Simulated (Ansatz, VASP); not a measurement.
**Two plane-wave programs on MgO**

```
CELL_PARAMETERS angstrom
3.30231 0.00000 0.00000
-1.65116 2.85989 0.00000
0.00000 0.00000 9.96077
ATOMIC_POSITIONS crystal
Mg 0.33333 0.66667 0.96949
Mg 0.00000 0.00000 0.22082
Mg 0.00000 0.00000 0.72082
Mg 0.66667 0.33333 0.46949
O 0.33333 0.66667 0.78004
O 0.00000 0.00000 0.52964
O 0.00000 0.00000 0.02964
O 0.66667 0.33333 0.28004
```

Alike in both runs: task single point; functional PBE; k mesh 9 × 9 × 4; occupations gaussian, width 0.05 eV; no spin polarisation.

```csv
,VASP,Ansatz
version,VASP 6.6.1,Ansatz 0.2.0
potentials or method,"VASP PAW PBE potentials, release 64 (Mg, O)","scalar-relativistic, plane waves, PAW"
plane-wave cutoff (eV),520,520
valence electrons in the cell,32,64
```

Ansatz gave:

| Quantity | Value |
| --- | --- |
| gap on the k mesh at the Fermi level (eV) | 3.55 |
| least direct gap on the mesh (eV) | 3.55 |
| pressure (GPa) | 5.5 |
| largest component of the traceless stress (GPa) | 10.26 |
| rms of the force components (eV/Å) | 0.438 |

Q: Which values does VASP return?

A: gap on the k mesh at the Fermi level (eV): 3.53; least direct gap on the mesh (eV): 3.53; pressure (GPa): 5.1; largest component of the traceless stress (GPa): 10.43; rms of the force components (eV/Å): 0.444.

Atom by atom the forces differ by 0.006 eV/Å (rms over components). The two sets of potentials don't hold the same shells in valence.

Caveats: an odd mesh through Γ misses points on the zone boundary, where band edges often lie.
